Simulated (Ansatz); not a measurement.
Wurtzite BeO, treated with Hartree–Fock (plane waves, PAW; Ansatz, an electronic-structure program).

The input as run:

Ansatz 0.2 input:
```yaml
crystal:
  lattice:
    - [-1.349, -2.336537, 0.0]
    - [-1.349, 2.336537, 0.0]
    - [0.0, 0.0, 4.38]
  atoms:
    - { symbol: Be, position: [0.666667, 0.333333, 0.5] }
    - { symbol: Be, position: [0.333333, 0.666667, 0.0] }
    - { symbol: O, position: [0.666667, 0.333333, 0.878] }
    - { symbol: O, position: [0.333333, 0.666667, 0.378] }
basis:
  ecutwfc: 460
  ecutrho_ratio: 4
  xc_grid: 2
kpoints:
  mp_grid: { grid: [12, 12, 6] }
hamiltonian:
  xc: hf
  dispersion: none
  pseudopotentials: { kind: paw }
scf:
  occupations: { method: fermi_dirac, width: 0.01 }
  convergence: { dr2_threshold: 0.0000000004 }
output:
  forces: true
  stress: true
  eigenvalues: true
```

Output (set-up and result lines):

```
WARN the atoms were moved onto the symmetric positions of the space group found under crystal.symmetry.tolerance 1.0e-5 (fractional …
WARN output.stress: scf.exx.energy_threshold = 1e-6 eV is looser than the 4e-8 eV advised for a stress under a hybrid functional (1e-8 eV for each atom of the …
Crystal: 4 atoms, lattice volume = 27.611 Å³
Basis set: ecut = 460 eV, 615 PW (Γ), exchange–correlation on 40×40×64 points (8 copies of the dense FFT grid, shifted against one another)
Bands: 12, of which v1, the nominal top of the filled ones, is band 8 counted from 1 (7 counted from 0)
Symmetry: 12 space group operations
Space group: P63mc (ITA 186), of the structure as read, at distance tolerance 3.0e-5 Å
k-points: 76 of 864 (time reversal used)
Functional: x = pbe(κ = 0.804, μ = 0.2195149727645171), c = none, warm-up for x = 0 pbe(κ = 0.804, μ = 0.2195149727645171) + 1 exact, c = none
SCF iter   1: F=—  HF=-1304.299837 eV  |F-HF|=—  |Δ(HF+E_count)|=         —  Δρ=1.30e-2  dr2=3.26e-2
SCF iter   2: F=-1304.289211 eV  HF=-1304.291854 eV  |F-HF|=2.64e-3  |Δ(HF+E_count)|=   7.98e-3  Δρ=4.82e-3  dr2=3.65e-3
Crystal: 4 atoms, lattice volume = 27.611 Å³
Initial density: handed on by an earlier stage of this run
Functional: x = 0 pbe(κ = 0.804, μ = 0.2195149727645171) + 1 exact, c = none
  ...
Crystal: 4 atoms, lattice volume = 27.611 Å³
Crystal: 4 atoms, lattice volume = 27.611 Å³
SCF iter   5: F=—  HF=-1306.558816 eV  |F-HF|=—  |Δ(HF+E_count)|=   7.04e-9  Δρ=2.57e-6  dr2=6.43e-10
SCF iter   6: F=-1306.558816 eV  HF=-1306.558816 eV  |F-HF|=1.18e-11  |Δ(HF+E_count)|=  4.63e-10  Δρ=3.39e-7  dr2=1.68e-11
SCF 4 converged in 6 iterations: F = -1306.558816 eV  dr2 = 1.68e-11
Free energy (F): -1306.558816 eV
Internal energy: -1306.558816 eV  (E = F + TS)
E sigma→0 (E₀):  -1306.558816 eV
Fermi energy:    9.848057 eV
--- Forces (eV/Å), atoms counted from 1 ---
  atom   1  Be    -0.00000000     0.00000000    -0.00298707
  atom   2  Be    -0.00000000    -0.00000000    -0.00298707
  atom   3  O     -0.00000000     0.00000000     0.00295442
  atom   4  O     -0.00000000     0.00000000     0.00295442
--- Stress (GPa, compression-positive) ---
       -4.185116      -0.000000      -0.000000
       -0.000000      -4.185116      -0.000000
       -0.000000      -0.000000      -4.404028
  P = ⅓ Tr σ = -4.2581 GPa (-42.581 kbar)
```

The PAW data were made under PBE.

Note: cell and atoms aren't relaxed at this level (pressure -4.3 GPa).
